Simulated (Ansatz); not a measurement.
The system is Ta2N.

```
CELL_PARAMETERS angstrom
3.11286 0.00000 0.00000
-1.55643 2.69582 0.00000
0.00000 0.00000 4.86984
ATOMIC_POSITIONS crystal
Ta 0.33333 0.66667 0.25471
Ta 0.66667 0.33333 0.74529
N 0.00000 0.00000 0.00000
```

The cell comes from a database or a generator and needn't be the stable form of this composition.

Base run:

| Quantity | Value |
| --- | --- |
| Program | Ansatz 0.2.0 |
| Functional | r2SCAN |
| Potentials or basis | Ansatz PAW |
| Cutoff | 500 eV (not typed: the program's choice for these potentials) |
| k mesh | 10 × 10 × 6 |
| Occupations | fermi-dirac, width 0.05 eV |
| Spin | no spin polarisation |
| Hubbard terms | Ta d U = 4 eV |

Its results: band gap on the k mesh none (metal or under the smearing width); pressure -2.6 GPa; largest force 0.247 eV/Å.

**Question.** The run is repeated on the same cell with these changes: hubbard terms from Ta d U = 4 eV to Ta d U = 8 eV. What comes out?

**Answer.** Band gap on the k mesh none (metal or under the smearing width); pressure 11.7 GPa; largest force 0.290 eV/Å.

Caveats: spin-orbit coupling is left out, which moves the levels of the heavy elements; U without spin polarisation on a metal has little footing; the PAW data sets come from PBE, with cores solved anew for the run's functional, which leaves a small shift of forces and pressure.
